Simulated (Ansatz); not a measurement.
The cell is COD entry 1010880, as deposited and not checked against the literature; nothing was relaxed. It is an old determination, and later ones may differ.

Below is the log of a run of Ansatz 0.2.0.

```
Ca: projections on atomic orbitals take those of the free atom 1s2 2s2 2p6 3s2 3p6 4s2, of charge +0.00 (hamiltonian.pseudopotentials.projection_atoms)
Se: projections on atomic orbitals take those of the free atom 1s2 2s2 2p6 3s2 3p6 3d10 4s2 4p4, of charge +0.00 (hamiltonian.pseudopotentials.projection_atoms)
LAPW: plane waves up to 6.697 Å⁻¹, error target 1.0e-3 eV per atom; small_component_spin mean_spin; Ca in spheres of 1.470 Å, 10 of its electrons in bands, Dirac shells []; Se in spheres of 1.486 Å, 24 of its electrons in bands, Dirac shells []
Engine: ansatz 0.2.0
Pseudopotentials: kind: all_electron
Pseudopotential: Ca, LAPW, valence charge 10, Koelling and Harmon's equation, gaussian nucleus
Pseudopotential: Se, LAPW, valence charge 24, Koelling and Harmon's equation, gaussian nucleus
Functional definition: PBE
  parameter kappa = 0.804
  parameter beta = 0.06672455060314922
  exchange = pbe_x(kappa = kappa, mu = beta*pi^2/3)
  correlation = pbe_c(beta = beta)
Crystal: 2 atoms, lattice volume = 51.659 Å³
Basis set: ecut = 170.8520079547402 eV, 259 PW (Γ), exchange–correlation at level 2
Bands: 21, of which v1, the nominal top of the filled ones, is band 17 counted from 1 (16 counted from 0)
Symmetry: 48 space group operations
Space group: Fm-3m (ITA 225), of the structure as read, at distance tolerance 3.7e-5 Å
k-points: 20 of 343
Non-local potential: Ca, projectors of the file, none
Non-local potential: Se, projectors of the file, none
Initial density: superposition of atomic densities (chi_scale 0.1, normalization cell, long waves kept (reshape's long-wave potential 0.00 eV rms))
Initial wavefunctions: plane waves of lowest kinetic energy (no species holds an atomic orbital)
Functional: x = pbe(κ = 0.804, μ = 0.2195149727645171), c = pbe(β = 0.06672455060314922)
iter 1 solved again at ethr=1.46e-3 eV; its pass at ethr=1.00e-1 eV (dr2=4.98e-1 eV) is discarded
SCF iter   1: F=—  HF=-84644.297211 eV  |F-HF|=—  |Δ(HF+E_count)|=         —  Δρ=2.20e-2  dr2=4.98e-1  ethr=1.46e-3  ⟨swp⟩=2.2  Hψ=2759  notcnv=0
preconditioner: auto → none  [insulator: Δε(μ)=2.545 eV  Ē_g=9.322 eV  σ=0.010 eV  W_gap=1.00  n_scr=14 (ndim 8)  ℏωp=14.6 eV  f_vac=0.000  D(μ)=0.00/eV (n_scr^D=0)  ε∞_Penn≈3.5]
iter 2 solved again at ethr=6.38e-5 eV; its pass at ethr=1.46e-3 eV (dr2=2.17e-2 eV) is discarded
SCF iter   2: F=—  HF=-84644.184662 eV  |F-HF|=—  |Δ(HF+E_count)|=   1.13e-1  Δρ=5.52e-3  dr2=2.17e-2  ethr=6.38e-5  ⟨swp⟩=2.0  Hψ=2315  notcnv=0
SCF iter   3: F=—  HF=-84644.190600 eV  |F-HF|=—  |Δ(HF+E_count)|=         —  Δρ=3.53e-3  dr2=1.18e-2  ethr=6.38e-5  ⟨swp⟩=3.0  Hψ=1453  notcnv=0
the basis was enlarged: its passes take 88.7 KiB over the memory plan, 1 of 1 planned eigensolver slots
SCF iter   4: F=—  HF=-84644.194203 eV  |F-HF|=—  |Δ(HF+E_count)|=   3.60e-3  Δρ=6.04e-4  dr2=2.58e-4  ethr=3.47e-5  ⟨swp⟩=2.2  Hψ=1386  notcnv=0
SCF iter   5: F=—  HF=-84644.194550 eV  |F-HF|=—  |Δ(HF+E_count)|=   3.48e-4  Δρ=7.41e-5  dr2=2.57e-6  ethr=7.58e-7  ⟨swp⟩=3.0  Hψ=1422  notcnv=0
SCF iter   6: F=—  HF=-84644.194563 eV  |F-HF|=—  |Δ(HF+E_count)|=   1.23e-5  Δρ=2.26e-5  dr2=1.58e-7  ethr=7.57e-9  ⟨swp⟩=3.0  Hψ=1364  notcnv=0
SCF iter   7: F=-84644.194564 eV  HF=-84644.194564 eV  |F-HF|=1.03e-8  |Δ(HF+E_count)|=   1.01e-6  Δρ=2.52e-6  dr2=2.05e-9  ethr=4.65e-10  ⟨swp⟩=3.0  Hψ=1400  notcnv=0
SCF 1 converged in 7 iterations: F = -84644.194564 eV  dr2 = 2.05e-9
NSCF: frozen V_eff on 57 k-points
SCF converged after 7 iterations
Free energy (F): -84644.194564 eV
Harris-Foulkes:  -84644.194564 eV  (|F-HF|=1.03e-8)
Internal energy: -84644.194564 eV  (E = F + TS)
E sigma→0 (E₀):  -84644.194564 eV
Fermi energy:    8.650333 eV
--- Per-component energies (eV) ---
  E_band       = -1722.474178
  E_kinetic    = 86356.165957
  E_xc         = -3382.117904
  E_electrostatic = -167618.242617  (all electrons and nuclei)
  E_smearing   = -0.000000  (= −TS)
  E_closure    = 0.000000  (closes the sum)
  E_atoms      = -84634.732595  (free atoms, spherical and without spin; not in F)
  Σ components = -84644.194564   (vs F -84644.194564, Δ=0.00e0)
  Basis errors (estimates in eV, not in F): energy 4.1e-4 per atom: plane waves 3.7e-4 (2.0e-4 summed), levels above the bands 7.4e-143, relativity 1.4e-8, radial functions 4.3e-5, core shells 6.2e-7; eigenvalues (radial functions only) 1.2e-6; not estimated: angular momenta, meshes, grids; target (lapw.basis_error) 1.0e-3; muffin-tin radii Ca 1.470 Å, Se 1.486 Å
--- Forces (eV/Å), atoms counted from 1 ---
  atom   1  Ca    -0.00000000     0.00000000    -0.00000000
  atom   2  Se     0.00000000     0.00000000     0.00000000
  max |Σ_I F_I| component: 7.40e-31 eV/Å
--- Stress (GPa, compression-positive) ---
        1.169810       0.000000      -0.000000
        0.000000       1.169810      -0.000000
       -0.000000      -0.000000       1.169810
  P = ⅓ Tr σ = 1.1698 GPa (11.698 kbar)
--- Band table (eV; the first three rows and the last of 20) ---
  k-point 0: bands = ["-198.5663", "-138.0330", "-138.0330", "-138.0330", "-38.2552", "-38.2552", "-38.2498", "-38.2498", "-38.2498", "-32.1503", "-13.1398", "-13.1398", "-13.1398", "-4.1942", "7.6087", "7.6087", "7.6087", "10.9643", "11.3199", "11.3199", "11.3199"]
  k-point 1: bands = ["-198.5663", "-138.0330", "-138.0330", "-138.0330", "-38.2552", "-38.2552", "-38.2498", "-38.2498", "-38.2498", "-32.1490", "-13.1619", "-13.1413", "-13.1413", "-4.0746", "6.6662", "7.3075", "7.3075", "11.2342", "11.5896", "11.5896", "12.1457"]
  k-point 2: bands = ["-198.5663", "-138.0330", "-138.0330", "-138.0330", "-38.2552", "-38.2552", "-38.2498", "-38.2498", "-38.2498", "-32.1462", "-13.2107", "-13.1444", "-13.1444", "-3.7885", "5.2929", "6.7871", "6.7871", "11.4170", "12.2349", "12.2349", "13.6112"]
  k-point 19: bands = ["-198.5663", "-138.0330", "-138.0330", "-138.0330", "-38.2554", "-38.2552", "-38.2498", "-38.2497", "-38.2496", "-32.1413", "-13.2021", "-13.2010", "-13.1696", "-3.5252", "5.4697", "5.5236", "6.2121", "11.5904", "12.4877", "13.0633", "13.4370"]
--- Löwdin populations: 2 sites ---
  site symbol       q [e]
     0     Ca     18.4428
     1     Se     35.2869
  spilling = 0.005006 (of n_electrons = 54.000000)
```

The cell and starting positions:

```
CELL_PARAMETERS angstrom
0.00000 2.95600 2.95600
2.95600 0.00000 2.95600
2.95600 2.95600 0.00000
ATOMIC_POSITIONS crystal
Ca 0.00000 0.00000 0.00000
Se 0.50000 0.50000 0.50000
```

Parts of the input that the log doesn't repeat:

```yaml
  band_path:
    path:
      - [0.0, 0.0, 0.0]
      - [0.5, 0.0, 0.5]
      - [0.625, 0.25, 0.625]
      - [0.375, 0.375, 0.75]
      - [0.0, 0.0, 0.0]
      - [0.5, 0.5, 0.5]
      - [0.5, 0.25, 0.75]
      - [0.5, 0.0, 0.5]
    npoints: 8
output:
  forces: true
  stress: true
  eigenvalues: true
  populations: true
  dos: { projected: true, de: 0.2, e_range: [-14, 8] }
```

Problem. Write the input that produced this log.

Solution. 
```yaml
crystal:
  lattice:
    - [0.0, 2.956, 2.956]
    - [2.956, 0.0, 2.956]
    - [2.956, 2.956, 0.0]
  atoms:
    - { symbol: Ca, position: [0.0, 0.0, 0.0] }
    - { symbol: Se, position: [0.5, 0.5, 0.5] }
kpoints:
  mp_grid: { grid: [7, 7, 7] }
  band_path:
    path:
      - [0.0, 0.0, 0.0]
      - [0.5, 0.0, 0.5]
      - [0.625, 0.25, 0.625]
      - [0.375, 0.375, 0.75]
      - [0.0, 0.0, 0.0]
      - [0.5, 0.5, 0.5]
      - [0.5, 0.25, 0.75]
      - [0.5, 0.0, 0.5]
    npoints: 8
scf:
  occupations: { method: fermi_dirac, width: 0.01 }
hamiltonian:
  xc: pbe
  pseudopotentials: { kind: all_electron, lapw: { basis_error: 0.001 } }
output:
  forces: true
  stress: true
  eigenvalues: true
  populations: true
  dos: { projected: true, de: 0.2, e_range: [-14, 8] }
```
This is the input that was run; digits and keys that the log doesn't show could differ in an equivalent one.
